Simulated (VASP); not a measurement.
# PtSe2 (Sudovikovite) in VASP: notebook

One slab, PtSe2 (Sudovikovite), is run at these levels: PBE+D3(BJ); tasks: single point.

Program: VASP 6.6.1. These are calculated values, not measurements. Logs are shortened: lines on timing, memory, paths and dates and some standing lists are left out, and cuts for length are marked.

### Step 1. The structure

The cell holds a slab with vacuum, 6 atoms: a = 3.735 Å, b = 3.735 Å, c = 40.768 Å, α = 90.00°, β = 90.00°, γ = 120.00°.

### Step 2. Single point, PBE+D3(BJ)

The input, INCAR:

```
PREC = Accurate
ENCUT = 520
EDIFF = 1E-7
ISMEAR = 0
SIGMA = 0.02
LREAL = F
LASPH = T
NELM = 100
ALGO = Fast
ISIF = 2
LWAVE = F
LCHARG = F
LDIPOL = T
IDIPOL = 3
DIPOL = 0.5 0.5 0.500
GGA = PE
IVDW = 12
NBANDS = 31
```

The input, KPOINTS:

```
regular mesh
0
Gamma
  12 12 1
```

The input, POSCAR:

```
PtSe2
1.0
    3.7348273025      0.0000000000      0.0000000000
   -1.8674136513      3.2344553227      0.0000000000
    0.0000000000      0.0000000000     40.7681142339
Se Pt
4 2
Direct
    0.6666666667      0.3333333333      0.4069486179
    0.3333333333      0.6666666667      0.4709655466
    0.6666666667      0.3333333333      0.5290344534
    0.3333333333      0.6666666667      0.5930513821
    0.0000000000      0.0000000000      0.4393531540
    0.0000000000      0.0000000000      0.5606468460
```

Potentials or basis: VASP PAW PBE potentials, release 64 (Se, Pt).

Run with:

```sh
> cat potpaw_PBE.64/Se/POTCAR potpaw_PBE.64/Pt/POTCAR > POTCAR
> mpirun -np 1 vasp_std > vasp.out
```

OUTCAR:

```text
PREC = Accurate
   ENCUT = 520
   EDIFF = 1E-7
   ISMEAR = 0
   LREAL = F
   LASPH = T
   NELM = 100
   ISIF = 2
   GGA = PE
   IVDW = 12
 IVDW          = 12

 ion  position               nearest neighbor table
   1  0.667  0.333  0.407-   5 2.53   5 2.53   5 2.53
   2  0.333  0.667  0.471-   5 2.51   5 2.51   5 2.51
   3  0.667  0.333  0.529-   6 2.51   6 2.51   6 2.51
   4  0.333  0.667  0.593-   6 2.53   6 2.53   6 2.53
   5  0.000  0.000  0.439-   2 2.51   2 2.51   2 2.51   1 2.53   1 2.53   1 2.53
   6  0.000  0.000  0.561-   3 2.51   3 2.51   3 2.51   4 2.53   4 2.53   4 2.53

  LATTYP: Found a hexagonal cell.
 ALAT       =     3.7348273025
 C/A-ratio  =    10.9156624743

  Lattice vectors:

 A1 = (   3.7348273025,   0.0000000000,   0.0000000000)
 A2 = (  -1.8674136513,   3.2344553227,   0.0000000000)
 A3 = (   0.0000000000,   0.0000000000,  40.7681142339)

Analysis of symmetry for initial positions (statically):
=====================================================================
 Subroutine PRICEL returns:
 Original cell was already a primitive cell.

 Routine SETGRP: Setting up the symmetry group for a
 hexagonal supercell.

 Subroutine GETGRP returns: Found 12 space group operations
 (whereof 12 operations were pure point group operations)
 out of a pool of 24 trial point group operations.

The static configuration has the point symmetry D_3d.

Analysis of symmetry for dynamics (positions and initial velocities):
=====================================================================
 Subroutine PRICEL returns:
 Original cell was already a primitive cell.

 Routine SETGRP: Setting up the symmetry group for a
 hexagonal supercell.

 Subroutine GETGRP returns: Found 12 space group operations
 (whereof 12 operations were pure point group operations)
 out of a pool of 24 trial point group operations.

The dynamic configuration has the point symmetry D_3d.

 Subroutine INISYM returns: Found 12 space group operations
 (whereof 12 operations are pure point group operations),
 and found     1 'primitive' translations

----------------------------------------------------------------------------------------

                                     Primitive cell

  volume of cell :     492.4842

  direct lattice vectors                    reciprocal lattice vectors
     3.734827302  0.000000000  0.000000000     0.267749997  0.154585533  0.000000000
    -1.867413651  3.234455323  0.000000000     0.000000000  0.309171066  0.000000000
     0.000000000  0.000000000 40.768114234     0.000000000  0.000000000  0.024528974

  length of vectors
     3.734827302  3.734827303 40.768114234     0.309171066  0.309171066  0.024528974

  position of ions in fractional coordinates (direct lattice)
     0.666666667  0.333333333  0.406948618
     0.333333333  0.666666667  0.470965547
     0.666666667  0.333333333  0.529034453
     0.333333333  0.666666667  0.593051382
     0.000000000  0.000000000  0.439353154
     0.000000000  0.000000000  0.560646846

  ion indices of the primitive-cell ions
   primitive index   ion index
                 1           1
                 2           2
                 3           3
                 4           4
                 5           5
                 6           6

----------------------------------------------------------------------------------------

 KPOINTS: regular mesh

Automatic generation of k-mesh.
 Grid dimensions read from file:
 generate k-points for:   12   12    1

 Generating k-lattice:

  Cartesian coordinates                     Fractional coordinates (reciprocal lattice)
     0.022312500  0.012882128  0.000000000     0.083333333  0.000000000  0.000000000
     0.000000000  0.025764255  0.000000000     0.000000000  0.083333333  0.000000000
     0.000000000  0.000000000  0.024528974     0.000000000  0.000000000  1.000000000

  Length of vectors
     0.025764255  0.025764255  0.024528974

  Shift w.r.t. Gamma in fractional coordinates (k-lattice)
     0.000000000  0.000000000  0.000000000

 Subroutine IBZKPT returns following result:
 ===========================================

 Found     19 irreducible k-points:

 Following reciprocal coordinates:
            Coordinates               Weight
  0.000000  0.000000  0.000000      1.000000
  0.083333  0.000000  0.000000      6.000000
  0.166667  0.000000  0.000000      6.000000
  0.250000  0.000000  0.000000      6.000000
  0.333333  0.000000  0.000000      6.000000
  0.416667  0.000000  0.000000      6.000000
[... 11 lines left out ...]
  0.333333  0.250000  0.000000     12.000000
  0.333333  0.333333  0.000000      2.000000
   k-points           NKPTS =     19   k-points in BZ     NKDIM =     19   number of bands    NBANDS=     31
   number of dos      NEDOS =    301   number of ions     NIONS =      6
   total plane-waves  NPLWV = 250880
   dimension x,y,z NGX =    28 NGY =   28 NGZ =  320
   dimension x,y,z NGXF=    56 NGYF=   56 NGZF=  640
   ions per type =               4   2
   NGX,Y,Z   is equivalent  to a cutoff of  12.46, 12.46, 13.05 a.u.
   NGXF,Y,Z  is equivalent  to a cutoff of  24.93, 24.93, 26.10 a.u.
 SYSTEM =  unknown system
   PREC   = accura    normal or accurate (medium, high low for compatibility)
   ISTART =      0    job   : 0-new  1-cont  2-samecut
   ICHARG =      2    charge: 1-file 2-atom 10-const
   ISPIN  =      1    spin polarized calculation?
   LNONCOLLINEAR =      F non collinear calculations
   LSORBIT =      F    spin-orbit coupling
   LASPH  =      T    aspherical Exc in radial PAW
   ENCUT  =  520.0 eV  38.22 Ry    6.18 a.u.   6.94  6.94 75.80*2*pi/ulx,y,z
   NELM   =    100;   NELMIN=  2; NELMDL= -5     # of ELM steps
   EDIFF  = 0.1E-06   stopping-criterion for ELM
   LREAL  =      F    real-space projection
   EDIFFG = 0.1E-05   stopping-criterion for IOM
   NSW    =      0    number of steps for IOM
   IBRION =     -1    ionic relax: 0-MD 1-quasi-New 2-CG
   NFREE  =      0    steps in history (QN), initial steepest desc. (CG)
   ISIF   =      2    stress and relaxation
   ISYM   =      2    0-nonsym 1-usesym 2-fastsym
   POTIM  = 0.5000    time-step for ionic-motion
   TEBEG  =    0.0;   TEEND  =   0.0 temperature during run
   PSTRESS=    0.0 pullay stress
   NELECT =      44.0000    total number of electrons
   NUPDOWN=      -1.0000    fix difference up-down
   EMIN   =  10.00;   EMAX   =-10.00  energy-range for DOS
   EFERMI =   0.00;   METHOD = LEGACY
   ISMEAR =     0;   SIGMA  =   0.02  broadening in eV -4-tet -1-fermi 0-gaus
   EFERMI_NEDOS =   21; number of points for ismear=-14 and -15
   IALGO  =     68    algorithm
   IMIX   =      4    mixing-type and parameters
     AMIX     =   0.40;   BMIX     =  1.00
     AMIX_MAG =   1.60;   BMIX_MAG =  1.00
  volume/ion in A,a.u.               =      82.08       553.91
  Fermi-wavevector in a.u.,A,eV,Ry     =   0.731860  1.383016  7.287549  0.535620
  Thomas-Fermi vector in A             =   1.824181
   LORBIT       =      0    0 simple, 1 ext, 2 COOP (PROOUT), +10 PAW based schemes
   GGA     = PE    functional components
   LHFCALC =     F    Hartree Fock is set to
   AEXX    =    0.0000 exact exchange contribution
   IVDW    =    12    specifies the selected vdW correction
   LEPSILON=     F    determine dielectric tensor
   LRPA    =     F    only Hartree local field effects (RPA)
 non-spin polarized calculation
 RMM-DIIS sequential band-by-band and
 Gauss-broadening in eV      SIGMA  =   0.02
  energy-cutoff  :      520.00
  volume of cell :      492.48
 maximum number of plane-waves:     13307
 NGX is ok and might be reduce to    28
   NGX = 13   NGY = 13   NGZ =151

 number of electron      43.9999993 magnetization

 dipolmoment           0.000000      0.000000     -0.000000 electrons x Angstroem

 Free energy of the ion-electron system (eV)
  ---------------------------------------------------
  ext. energy  EPLUGINS =         0.00000000
  ---------------------------------------------------
  free energy    TOTEN  =       -28.49210819 eV

  energy without entropy =      -28.49210819  energy(sigma->0) =      -28.49210819

 E-fermi :  -1.9351     XC(G=0):  -2.9634

 val. band max:       -2.0604959529   @ k =   0.0833   0.0000   0.0000
 cond. band min:      -1.8165881714   @ k =   0.2500   0.0000   0.0000
 fundamental gap:      0.2439077816
 Fermi energy:        -1.9350851282

 k-point     1 :       0.0000    0.0000    0.0000
  band No.  band energies     occupation
      1     -17.3527      2.00000
      2     -16.8702      2.00000
      3     -15.5458      2.00000
      4     -14.9250      2.00000
      5      -8.6266      2.00000
      6      -8.1212      2.00000
[... 23 lines left out ...]
     30       2.7248      0.00000
     31       2.7503      0.00000

 k-point     2 :       0.0833    0.0000    0.0000
  band No.  band energies     occupation
      1     -17.2792      2.00000
      2     -16.7979      2.00000
      3     -15.5354      2.00000
      4     -14.9445      2.00000
      5      -8.5932      2.00000
      6      -8.1328      2.00000
[... 23 lines left out ...]
     30       2.8568      0.00000
     31       3.0858      0.00000

 k-point     3 :       0.1667    0.0000    0.0000
  band No.  band energies     occupation
      1     -17.0674      2.00000
      2     -16.5910      2.00000
      3     -15.5071      2.00000
      4     -15.0005      2.00000
      5      -8.5498      2.00000
      6      -8.1166      2.00000
[... 533 lines left out ...]
     30       5.1243      0.00000
     31       5.3514      0.00000

 k-point    19 :       0.3333    0.3333    0.0000
  band No.  band energies     occupation
      1     -15.5740      2.00000
      2     -15.5740      2.00000
      3     -15.2840      2.00000
      4     -15.2840      2.00000
      5      -8.5682      2.00000
      6      -8.1867      2.00000
[... 23 lines left out ...]
     30       5.2080      0.00000
     31       5.8157      0.00000

------------------------ aborting loop because EDIFF is reached ----------------------------------------

 vacuum level on the upper side and lower side of the slab       (xc-potential included)        -0.061        -0.061

 Edisp (eV)   -2.30773

 E8    (eV) :    -1.0278

  FORCE on cell =-STRESS in cart. coord.  units (eV):
  Direction    XX          YY          ZZ          XY          YZ          ZX
  --------------------------------------------------------------------------------------
  -------------------------------------------------------------------------------------
  Total      -0.03520    -0.03520    -0.03491     0.00000    -0.00000     0.00000
  in kB      -0.11452    -0.11452    -0.11356     0.00000    -0.00000     0.00000
  external pressure =       -0.11 kB  Pullay stress =        0.00 kB

 VOLUME and BASIS-vectors are now :
 -----------------------------------------------------------------------------
  energy-cutoff  :      520.00
  volume of cell :      492.48
      direct lattice vectors                 reciprocal lattice vectors
     3.734827302  0.000000000  0.000000000     0.267749997  0.154585533  0.000000000
    -1.867413651  3.234455323  0.000000000     0.000000000  0.309171066  0.000000000
     0.000000000  0.000000000 40.768114234     0.000000000  0.000000000  0.024528974

 POSITION                                       TOTAL-FORCE (eV/Angst)
 -----------------------------------------------------------------------------------
      1.86741      1.07815     16.59053         0.000000      0.000000      0.000810
     -0.00000      2.15630     19.20038         0.000000     -0.000000      0.004001
      1.86741      1.07815     21.56774        -0.000000      0.000000     -0.004001
     -0.00000      2.15630     24.17759        -0.000000     -0.000000     -0.000810
      0.00000      0.00000     17.91160         0.000000     -0.000000     -0.001877
      0.00000      0.00000     22.85651         0.000000      0.000000      0.001877
 -----------------------------------------------------------------------------------
    total drift:                               -0.000000     -0.000000     -0.000000

  FREE ENERGIE OF THE ION-ELECTRON SYSTEM (eV)
  ---------------------------------------------------
  free  energy   TOTEN  =       -30.7998363239 eV

  energy  without entropy=      -30.7998363239  energy(sigma->0) =      -30.79983632

 vacuum level on the upper side and lower side of the slab         2.713         2.713
```

It took 9.6 min on 1 thread of Intel Xeon Platinum 8488C (Sapphire Rapids), shared host; peak memory 0.71 GiB.

What came out:

```
Free energy                : -30.7998 eV
Largest force              : 0.004 eV/Å
Band gap on the k mesh     : 0.24 eV, indirect (least direct gap 0.93 eV)
Dispersion energy per atom : -0.385 eV
```

Forces on the atoms (eV/Å):
```
Se   0.000  0.000  0.001
Se   0.000  0.000  0.004
Se   0.000  0.000 -0.004
Se   0.000  0.000 -0.001
Pt   0.000  0.000 -0.002
Pt   0.000  0.000  0.002
```

Levels at points of the mesh, in eV from the valence-band top:
```csv
k point,band 20,band 21,band 22,band 23,band 24,band 25
"(0.00, 0.00, 0.00)",-0.90,-0.90,-0.25,1.69,1.69,2.21
"(0.50, 0.00, 0.00)",-2.72,-2.61,-1.67,1.10,1.32,1.67
```

Caveat: spin-orbit coupling is left out, which moves the levels of the heavy elements.

### Step 3. Single point, PBE+D3(BJ)

The input, INCAR:

```
SYSTEM = PtSe2
ALGO     = Fast           ! electronic algorithm
DIPOL    = 0.5 0.5 0.500
EDIFF    = 1E-7           ! SCF threshold, eV
ENCUT    = 520            ! plane-wave cutoff, eV
GGA      = PE             ! functional
IDIPOL   = 3            
ISIF     = 2              ! what is computed and relaxed
ISMEAR   = 0              ! smearing method
IVDW     = 12             ! dispersion correction
LASPH    = .TRUE.         ! aspherical terms in the spheres
LCHARG   = .FALSE.        ! write CHGCAR
LDIPOL   = .TRUE.       
LREAL    = .FALSE.        ! projectors in reciprocal space
LWAVE    = .FALSE.        ! write WAVECAR
NBANDS   = 31             ! bands
NELM     = 100            ! most SCF steps
PREC     = Accurate       ! precision mode
SIGMA    = 0.02           ! smearing width, eV
```

The input, KPOINTS:

```
k-points
0
G
  9 9 1
  0 0 0
```

The input, POSCAR:

```
PtSe2
1.0
    3.7350509809      0.0000000000      0.0000000000
   -1.8675254905      3.2346490339      0.0000000000
    0.0000000000      0.0000000000     40.7681142339
Se Pt
4 2
Direct
    0.6666666667      0.3333333333      0.4068571627
    0.3333333333      0.6666666667      0.4708609182
    0.6666666667      0.3333333333      0.5291390818
    0.3333333333      0.6666666667      0.5931428373
    0.0000000000      0.0000000000      0.4392460165
    0.0000000000      0.0000000000      0.5607539835
```

Potentials or basis: VASP PAW PBE potentials, release 64 (Se, Pt).

Run with:

```sh
> cat potpaw_PBE.64/Se/POTCAR potpaw_PBE.64/Pt/POTCAR > POTCAR
> mpirun -np 1 vasp_std > vasp.out
```

OUTCAR:

```text
SYSTEM = PtSe2
   EDIFF = 1E-7
   ENCUT = 520
   GGA = PE
   ISIF = 2
   ISMEAR = 0
   IVDW = 12
   LASPH = .TRUE.
   LREAL = .FALSE.
   NELM = 100
   PREC = Accurate
 IVDW          = 12

 ion  position               nearest neighbor table
   1  0.667  0.333  0.407-   5 2.53   5 2.53   5 2.53
   2  0.333  0.667  0.471-   5 2.51   5 2.51   5 2.51
   3  0.667  0.333  0.529-   6 2.51   6 2.51   6 2.51
   4  0.333  0.667  0.593-   6 2.53   6 2.53   6 2.53
   5  0.000  0.000  0.439-   2 2.51   2 2.51   2 2.51   1 2.53   1 2.53   1 2.53
   6  0.000  0.000  0.561-   3 2.51   3 2.51   3 2.51   4 2.53   4 2.53   4 2.53

[... 611 lines left out ...]
  Total      -0.03074    -0.03074    -0.03631     0.00000     0.00000     0.00000
  in kB      -0.10000    -0.10000    -0.11812     0.00000     0.00000     0.00000
  external pressure =       -0.11 kB  Pullay stress =        0.00 kB

 VOLUME and BASIS-vectors are now :
 -----------------------------------------------------------------------------
  energy-cutoff  :      520.00
  volume of cell :      492.54
      direct lattice vectors                 reciprocal lattice vectors
     3.735050981  0.000000000  0.000000000     0.267733963  0.154576275  0.000000000
    -1.867525491  3.234649034  0.000000000     0.000000000  0.309152551  0.000000000
     0.000000000  0.000000000 40.768114234     0.000000000  0.000000000  0.024528974

 POSITION                                       TOTAL-FORCE (eV/Angst)
 -----------------------------------------------------------------------------------
      1.86753      1.07822     16.58680        -0.000000     -0.000000      0.001001
     -0.00000      2.15643     19.19611         0.000000     -0.000000      0.001964
      1.86753      1.07822     21.57200        -0.000000      0.000000     -0.001964
     -0.00000      2.15643     24.18131         0.000000      0.000000     -0.001001
      0.00000      0.00000     17.90723         0.000000     -0.000000     -0.001015
      0.00000      0.00000     22.86088        -0.000000      0.000000      0.001015
 -----------------------------------------------------------------------------------
    total drift:                               -0.000000     -0.000000     -0.000000

  FREE ENERGIE OF THE ION-ELECTRON SYSTEM (eV)
  ---------------------------------------------------
  free  energy   TOTEN  =       -30.7950111589 eV

  energy  without entropy=      -30.7950111589  energy(sigma->0) =      -30.79501116

 vacuum level on the upper side and lower side of the slab         2.742         2.742
```

OSZICAR:

```text
N       E                     dE             d eps       ncg     rms          rms(c)
DAV:   1     0.354295193651E+03    0.35430E+03   -0.14927E+04   744   0.106E+03
DAV:   2     0.135081427643E+02   -0.34079E+03   -0.32244E+03  1173   0.191E+02
DAV:   3    -0.291010272111E+02   -0.42609E+02   -0.41953E+02   918   0.773E+01
[... 18 lines left out ...]
RMM:  22    -0.284898852480E+02   -0.12424E-05   -0.20673E-08   411   0.454E-04    0.286E-04
RMM:  23    -0.284898859910E+02   -0.74303E-06   -0.27290E-08   383   0.402E-04    0.556E-05
RMM:  24    -0.284898861197E+02   -0.12865E-06   -0.39234E-09   299   0.346E-04    0.556E-05
RMM:  25    -0.284898862791E+02   -0.15946E-06   -0.19620E-09   268   0.319E-04    0.399E-05
RMM:  26    -0.284898863040E+02   -0.24871E-07   -0.22619E-10   219   0.297E-04
   1 F= -.30795011E+02 E0= -.30795011E+02  d E =-.784745E-24
```

It took 5.6 min on 1 thread of Intel Xeon Platinum 8488C (Sapphire Rapids), shared host; peak memory 0.6 GiB.

What came out:

| Property | Result |
| --- | --- |
| Free energy | -30.7950 eV |
| Band gap on the k mesh | 0.35 eV, indirect (least direct gap 0.78 eV) |
| Dispersion energy per atom | -0.384 eV |

Caveat: spin-orbit coupling is left out, which moves the levels of the heavy elements.
